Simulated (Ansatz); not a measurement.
Ligand exchange: C2H3IO + NaOH → C2H4O2 + NaI

Species: C2H3IO (acetyl iodide) `CC(=O)I`, singlet; NaOH `[OH][Na]`, singlet; C2H4O2 (acetic acid) `CC(=O)O`, singlet; NaI (Sodium Iodide), singlet. The partners trade I for OH: C–I and Na–OH bonds give way to C–OH and Na–I.

Shapes, held fixed at every level: PBE0-D4/def2-TZVP. Flexible molecules stand in one conformer, not always the lowest. Programs: Ansatz 0.2.0. The zero-point and thermal change to 298 K, harmonic and unscaled (PBE0-D4/def2-TZVP), is +9.6 kJ/mol.

Q: Estimate ΔH(298 K) of this reaction.

A: The highest level, CCSD(T)/def2-TZVPP, gives ΔH(298 K) = -212.5 kJ/mol; the levels span -283.1 to -202.5. The column of differences is taken from that level and isn't an error. No measured value is set beside it here. For atoms past krypton def2 sets carry core potentials with scalar relativity. Correlated rows may include outer-core shells of I, Na, which these sets cover unevenly.

| level | kind | ΔH(298 K) (kJ/mol) | less CCSD(T)/def2-TZVPP |
| --- | --- | --- | --- |
| HF/def2-TZVPP | Hartree–Fock | -283.1 | -70.6 |
| r2SCAN-D4/def2-TZVPP | meta-GGA | -210.0 | +2.5 |
| B3LYP-D4/def2-TZVPP | global hybrid | -203.8 | +8.7 |
| B2PLYP/def2-TZVPP | double hybrid | -208.7 | +3.8 |
| MP2/def2-TZVPP | perturbation theory | -202.5 | +10.0 |
| CCSD/def2-SVP | coupled cluster or CI | -258.3 | -45.8 |
| CCSD(T)/def2-TZVPP | coupled cluster or CI | -212.5 | 0.0 |
